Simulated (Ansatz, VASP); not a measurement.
Two plane-wave programs on Mo

The input INCAR:

```
SYSTEM = Mo
ALGO = Normal
EDIFF = 1E-7
ENCUT = 520
GGA = PE
ISIF = 2
ISMEAR = -1
LASPH = .True.
LCHARG = .False.
LREAL = .False.
LWAVE = .False.
NBANDS = 13
NELM = 100
PREC = Accurate
SIGMA = 0.05
```

The input KPOINTS:

```
k-points
0
Gamma
  12 12 12
  0 0 0
```

Contents of POSCAR:

```
Mo
1.0
   -1.5942980787      1.5942980787      1.5942980787
    1.5942980787     -1.5942980787      1.5942980787
    1.5942980787      1.5942980787     -1.5942980787
Mo
1
Direct
    0.0000000000      0.0000000000      0.0000000000
```

input.yaml

```yaml
crystal:
  lattice:
    - [-1.5942980787, 1.5942980787, 1.5942980787]
    - [1.5942980787, -1.5942980787, 1.5942980787]
    - [1.5942980787, 1.5942980787, -1.5942980787]
  atoms:
    - { symbol: Mo, position: [0.0, 0.0, 0.0] }
hamiltonian:
  xc: pbe
  pseudopotentials: { kind: paw }
kpoints:
  mp_grid: { grid: [12, 12, 12] }
scf:
  occupations: { method: fermi_dirac, width: 0.05 }
output:
  forces: true
  stress: true
  eigenvalues: true
  write_density: true
  write_potential: true
  elf: true
  volumetric_format: npy
```

Change from the starting cell: volume scaled by 1.02.

Alike in both runs: task single point; functional PBE; k mesh 12 × 12 × 12; occupations fermi-dirac, width 0.05 eV; no spin polarisation.

|  | VASP | Ansatz |
| --- | --- | --- |
| version | VASP 6.6.1 | Ansatz 0.2.0 |
| potentials or method | VASP PAW PBE potentials, release 64 (Mo_sv) | Ansatz PAW |
| plane-wave cutoff (eV) | 520 | 420 |
| valence electrons in the cell | 14 | 14 |

|  | VASP | Ansatz | Ansatz less VASP |
| --- | --- | --- | --- |
| gap on the k mesh at the Fermi level (eV) | none | none | - |
| pressure (GPa) | -6.2 | -6.7 | -0.46 |

A gap of «none» marks a metal or a gap that the smearing closes. The functional is the same, so the differences come from potentials, cutoffs and numerics.
